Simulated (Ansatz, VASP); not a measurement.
BaTe: VASP beside Ansatz

```
CELL_PARAMETERS angstrom
3.37429 3.37429 0.00000
-3.37429 3.37429 0.00000
0.00000 0.00000 7.15752
ATOMIC_POSITIONS crystal
Ba 0.00000 0.00000 0.00000
Ba 0.50000 0.50000 0.50000
Te 0.50000 0.50000 0.00000
Te 0.00000 0.00000 0.50000
```

Alike in both runs: task single point; functional PBE; k mesh 6 × 6 × 4; occupations gaussian, width 0.02 eV; no spin polarisation.

|  | VASP | Ansatz |
| --- | --- | --- |
| version | VASP 6.6.1 | Ansatz 0.2.0 |
| potentials or method | VASP PAW PBE potentials, release 64 (Ba_sv, Te) | scalar-relativistic, plane waves, PAW |
| plane-wave cutoff (eV) | 520 | 420 |
| valence electrons in the cell | 32 | 52 |

|  | VASP | Ansatz | Ansatz less VASP |
| --- | --- | --- | --- |
| gap on the k mesh at the Fermi level (eV) | 1.33 | 1.43 | +0.099 |
| least direct gap on the mesh (eV) | 1.33 | 1.43 | +0.099 |
| pressure (GPa) | 3.4 | 3.0 | -0.41 |
| largest component of the traceless stress (GPa) | 3.17 | 3.01 | -0.165 |

The functional is the same, so the differences come from potentials, cutoffs and numerics. The two sets of potentials don't hold the same shells in valence.

Caveats: spin-orbit coupling is left out, which moves the levels of the heavy elements. A k mesh can miss the band edges.
